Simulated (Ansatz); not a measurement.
# NbN (rocksalt type): the cost of one run

Program: Ansatz 0.2.0. Level of theory: DFT, PBE, PAW with Ansatz's default frozen-core files, scalar-relativistic. These are calculated values, not measurements.

## Step 1: The structure to begin with

The structure is cubic, space group Fm-3m (No. 225). The conventional cell has a = 4.309 Å, b = 4.309 Å, c = 4.309 Å, α = 90.00°, β = 90.00°, γ = 90.00°. Nb (site symmetry m-3m) is surrounded by 6 N at 2.15 Å. N (site symmetry m-3m) has 6 Nb at 2.15 Å as nearest neighbours.

Coordinates:

```cif
data_structure
_symmetry_space_group_name_H-M 'Fm-3m'
_symmetry_Int_Tables_number 225
_cell_length_a 4.3089
_cell_length_b 4.3089
_cell_length_c 4.3089
_cell_angle_alpha 90.000
_cell_angle_beta 90.000
_cell_angle_gamma 90.000
_cell_volume 80.00
loop_
_atom_site_label
_atom_site_type_symbol
_atom_site_symmetry_multiplicity
_atom_site_Wyckoff_symbol
_atom_site_fract_x
_atom_site_fract_y
_atom_site_fract_z
_atom_site_occupancy
Nb1 Nb 4 a 0.00000 0.00000 0.00000 1
N1 N 4 b 0.50000 0.00000 0.00000 1
```

The file gives the conventional cell by its symmetry; the runs use the cell typed in the input.

Atoms are numbered in the order of the input: Nb1, N2.

## Step 2: Cell relaxed at zero pressure, PAW

The input, input.yaml:

```yaml
crystal:
  lattice:
    - [0.0, 2.15443469, 2.15443469]
    - [2.15443469, 0.0, 2.15443469]
    - [2.15443469, 2.15443469, 0.0]
  atoms:
    - { symbol: Nb, position: [0.0, 0.0, 0.0] }
    - { symbol: "N", position: [0.5, 0.5, 0.5] }
kpoints:
  mp_grid: { grid: [16, 16, 16] }
scf:
  occupations: { method: fermi_dirac, width: 0.05 }
hamiltonian:
  xc: pbe
  pseudopotentials: { kind: paw }
output:
  forces: true
  stress: true
relax:
  f_tol: 0.005
  max_steps: 40
  cell: {}
```

Run with:

```bash
$ ansatz run input.yaml --threads 1 --pin off --max-ram 3584MiB --backend cpu --events-out ev --progress --plain --runs-dir out
```

**Question.** How long does this run take on 1 thread of Intel Xeon Platinum 8488C (Sapphire Rapids), shared host, and how much memory does it need?

About 12 s, with a peak of 0.43 GiB.
